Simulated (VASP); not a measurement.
These are r2SCAN meta-GGA, VASP's PBE PAW potentials (set 64) (plane waves; VASP) values and carry that method's errors.

A VASP calculation is set up with these files.

INCAR:
```
! general
SYSTEM  = CaF2
PREC    = Accurate
ENCUT   = 520
LREAL   = .FALSE.
LASPH   = .TRUE.

! electronic loop
EDIFF   = 1E-6
NELM    = 100
ALGO    = Normal
LMIXTAU = .TRUE.

! smearing
ISMEAR  = 0
SIGMA   = 0.05

! functional
METAGGA = R2SCAN

! ions
IBRION  = 2
NSW     = 60
ISIF    = 3
EDIFFG  = -0.02

! output
LWAVE   = .FALSE.
LCHARG  = .FALSE.
```

POSCAR:
```
CaF2
1
    0.0000000000     2.7137071620     2.7137071620
    2.7137071620    -0.0000000000     2.7137071620
    2.7137071620     2.7137071620     0.0000000000
Ca F
1 2
Direct
  1.0000000000   0.0000000000   1.0000000000
  0.2500000000   0.2500000000   0.2500000000
  0.7500000000   0.7500000000   0.7500000000
```

### KPOINTS
```
Automatic
0
gamma
  6 6 6
```

POTCAR, in this order: Ca_sv F (PBE.64 set). Program: vasp_std.

Output of the run:

File OSZICAR:
```
       N       E                     dE             d eps       ncg     rms          rms(c)
DAV:   1     0.214984357422E+03    0.21498E+03   -0.14285E+04   512   0.157E+03
DAV:   2    -0.234003600264E+02   -0.23838E+03   -0.23547E+03   664   0.406E+02
DAV:   3    -0.333457142287E+02   -0.99454E+01   -0.99392E+01   544   0.927E+01
DAV:   4    -0.337636633779E+02   -0.41795E+00   -0.41779E+00   912   0.145E+01
DAV:   5    -0.337662462209E+02   -0.25828E-02   -0.25828E-02   544   0.125E+00    0.702E+00
DAV:   6    -0.261736680890E+02    0.75926E+01   -0.36674E+00   688   0.192E+01    0.311E+00
DAV:   7    -0.264069605166E+02   -0.23329E+00   -0.24881E+00   520   0.161E+01    0.241E+00
DAV:   8    -0.258315034859E+02    0.57546E+00   -0.63073E-01   512   0.996E+00    0.125E+00
DAV:   9    -0.255304676846E+02    0.30104E+00   -0.60676E-01   576   0.723E+00    0.128E+00
DAV:  10    -0.259434440245E+02   -0.41298E+00   -0.64134E-01   576   0.750E+00    0.427E-01
DAV:  11    -0.259287839568E+02    0.14660E-01   -0.13479E-02   608   0.143E+00    0.376E-01
DAV:  12    -0.259453865202E+02   -0.16603E-01   -0.18799E-02   512   0.147E+00    0.487E-02
DAV:  13    -0.259460860481E+02   -0.69953E-03   -0.17894E-03   696   0.435E-01    0.381E-02
DAV:  14    -0.259460975961E+02   -0.11548E-04   -0.45441E-05   704   0.553E-02    0.400E-02
DAV:  15    -0.259462033396E+02   -0.10574E-03   -0.99348E-06   544   0.422E-02    0.373E-02
DAV:  16    -0.259461478278E+02    0.55512E-04   -0.31362E-04   512   0.150E-01    0.398E-02
DAV:  17    -0.259461828801E+02   -0.35052E-04   -0.85624E-05   512   0.106E-01    0.504E-02
DAV:  18    -0.259461815715E+02    0.13086E-05   -0.17611E-06   664   0.135E-02    0.489E-02
DAV:  19    -0.259461825942E+02   -0.10227E-05   -0.10337E-07   296   0.313E-03    0.477E-02
DAV:  20    -0.259461764103E+02    0.61840E-05   -0.24849E-05   608   0.629E-02    0.132E-02
DAV:  21    -0.259461746810E+02    0.17292E-05   -0.44662E-06   696   0.221E-02    0.810E-03
DAV:  22    -0.259461832666E+02   -0.85856E-05   -0.21386E-06   432   0.196E-02    0.705E-03
DAV:  23    -0.259461838773E+02   -0.61062E-06   -0.28355E-06   544   0.163E-02
   1 F= -.25946184E+02 E0= -.25946184E+02  d E =-.259462E+02
       N       E                     dE             d eps       ncg     rms          rms(c)
DAV:   1    -0.259928813985E+02   -0.46698E-01   -0.10935E+00   560   0.112E+01    0.158E+00
DAV:   2    -0.259512508853E+02    0.41631E-01   -0.17608E-01   520   0.361E+00    0.416E-01
DAV:   3    -0.259479288528E+02    0.33220E-02   -0.66537E-03   736   0.996E-01    0.170E-01
DAV:   4    -0.259464013183E+02    0.15275E-02   -0.51200E-03   784   0.814E-01    0.584E-02
DAV:   5    -0.259473931106E+02   -0.99179E-03   -0.21797E-04   600   0.165E-01    0.508E-02
DAV:   6    -0.259469784167E+02    0.41469E-03   -0.50498E-05   584   0.895E-02    0.375E-02
DAV:   7    -0.259480161697E+02   -0.10378E-02   -0.33904E-04   512   0.227E-01    0.651E-03
DAV:   8    -0.259481097852E+02   -0.93616E-04   -0.69264E-05   592   0.103E-01    0.187E-03
DAV:   9    -0.259481109656E+02   -0.11804E-05   -0.26184E-06   656   0.148E-02    0.147E-03
DAV:  10    -0.259481109376E+02    0.28014E-07   -0.10643E-07   328   0.273E-03
   2 F= -.25948111E+02 E0= -.25948111E+02  d E =-.192706E-02
```

File OUTCAR:
```
------------------------ aborting loop because EDIFF is reached ----------------------------------------
  FORCE on cell =-STRESS in cart. coord.  units (eV):
  Direction    XX          YY          ZZ          XY          YZ          ZX
  --------------------------------------------------------------------------------------
  Total       -0.0291087     -0.0291087     -0.0291087      0.0000000      0.0000000      0.0000000
  in kB       -1.1501390     -1.1501390     -1.1501390      0.0000000      0.0000000      0.0000000
  external PRESSURE =      -1.1501390 kB  Pullay stress =       0.0000000 kB
  volume of cell :       40.55
      direct lattice vectors                 reciprocal lattice vectors
     0.000000000  2.726785603  2.726785603    -0.183366085  0.183366085  0.183366085
     2.726785603  0.000000000  2.726785603     0.183366085 -0.183366085  0.183366085
     2.726785603  2.726785603  0.000000000     0.183366085  0.183366085 -0.183366085
 POSITION                                       TOTAL-FORCE (eV/Angst)
 -----------------------------------------------------------------------------------
      2.72679      2.72679      5.45357        -0.000000     -0.000000      0.000000
      1.36339      1.36339      1.36339        -0.000000     -0.000000     -0.000000
      4.09018      4.09018      4.09018         0.000000      0.000000      0.000000
 -----------------------------------------------------------------------------------
    total drift:                                0.000000     -0.000000      0.000000
  FREE ENERGIE OF THE ION-ELECTRON SYSTEM (eV)
  ---------------------------------------------------
  free  energy   TOTEN  =       -25.9481109376 eV

  energy  without entropy=      -25.9481109376  energy(sigma->0) =      -25.94811094

 reached required accuracy - stopping structural energy minimisation
```
(Selected blocks of OUTCAR.)

**CONTCAR**
```
CaF2
   1.00000000000000
     0.0000000000000000    2.7267856026697657    2.7267856026697657
     2.7267856026697657    0.0000000000000000    2.7267856026697657
     2.7267856026697657    2.7267856026697657    0.0000000000000000
  Ca              F
     1     2
Direct
     1.0000000000000000    1.0000000000000000    0.0000000000000000
     0.2500000000000000    0.2500000000000000    0.2500000000000000
     0.7500000000000000    0.7500000000000000    0.7500000000000000
```

The compound is CaF2 in the fluorite structure. This run relaxes it. Symmetry was kept, so distortions that lower it aren't found. The start is the result of an earlier pass.
